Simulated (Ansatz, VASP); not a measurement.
Given: the input of a run of Ansatz 0.2.0 on Al2Au.

File input.yaml:

```yaml
crystal:
  lattice:
    - [0.0, 3.0, 3.0]
    - [3.0, 0.0, 3.0]
    - [3.0, 3.0, 0.0]
  atoms:
    - { symbol: Au, position: [0.0, 0.0, 0.0] }
    - { symbol: Al, position: [0.75, 0.75, 0.75] }
    - { symbol: Al, position: [0.25, 0.25, 0.25] }
hamiltonian:
  xc: rpbe
  pseudopotentials: { kind: paw }
kpoints:
  mp_grid: { grid: [8, 8, 8] }
scf:
  occupations: { method: fermi_dirac, width: 0.05 }
output:
  forces: true
  stress: true
  eigenvalues: true
relax:
  f_tol: 0.01
  max_steps: 40
  cell: { stress_tol: 0.05 }
```

Potentials or basis: Ansatz PAW.

Command:

```sh
$ ansatz run input.yaml --threads 2 --pin off --max-ram 5632MiB --backend cpu --events-out ev --progress --plain --runs-dir out
```

Question: Translate it to VASP 6.6.1. Potentials there: VASP PAW PBE potentials, release 64 (Au, Al).

Answer: As run (the cutoff follows the program's own potentials):

INCAR

```
SYSTEM = Al2Au
  PREC = Accurate
  ENCUT = 600
  EDIFF = 1E-6
  ISMEAR = -1
  SIGMA = 0.05
  LREAL = .FALSE.
  LASPH = .TRUE.
  NELM = 80
  ALGO = Normal
  ISIF = 3
  LWAVE = .FALSE.
  LCHARG = .FALSE.
  GGA = RP
  IBRION = 2
  NSW = 60
  EDIFFG = -0.01
```

Contents of KPOINTS:

```
regular mesh
0
G
  8 8 8
  0 0 0
```

Contents of POSCAR:

```
Al2Au
1.0
    0.0000000000      3.0000000000      3.0000000000
    3.0000000000      0.0000000000      3.0000000000
    3.0000000000      3.0000000000      0.0000000000
Au Al
1 2
Direct
    0.0000000000      0.0000000000      0.0000000000
    0.7500000000      0.7500000000      0.7500000000
    0.2500000000      0.2500000000      0.2500000000
```

Potentials or basis: VASP PAW PBE potentials, release 64 (Au, Al).

Command:

```bash
$ cat potpaw_PBE.64/Au/POTCAR potpaw_PBE.64/Al/POTCAR > POTCAR
$ mpirun -np 1 vasp_std > vasp.out
```

Both were run:

|  | VASP | Ansatz | Ansatz less VASP |
| --- | --- | --- | --- |
| gap on the k mesh at the Fermi level, each at its own relaxed structure (eV) | none | none | - |
| relaxed volume (Å³/atom) | 18.85 | 18.90 | +0.051 |
| relaxed cell length with the largest relative difference (Å) | 4.308 | 4.312 | +0.0039 |
| energy change over the relaxation (meV/atom) | -13 | -15 | -1.7 |

A gap of «none» marks a metal or a gap that the smearing closes. The two sets of potentials don't hold the same shells in valence.

Caveats: the PAW data sets were made with another functional, which shifts forces and pressure a little (VASP); the plane-wave basis is chosen anew once the cell has moved, so the energies of steps on either side of that aren't comparable (Ansatz); the PAW data sets come from PBE, with cores solved anew for the run's functional, which leaves a small shift of forces and pressure (Ansatz). RPBE and its kin give volumes clearly too large for solids. Zero-point motion and thermal expansion aren't in these numbers.
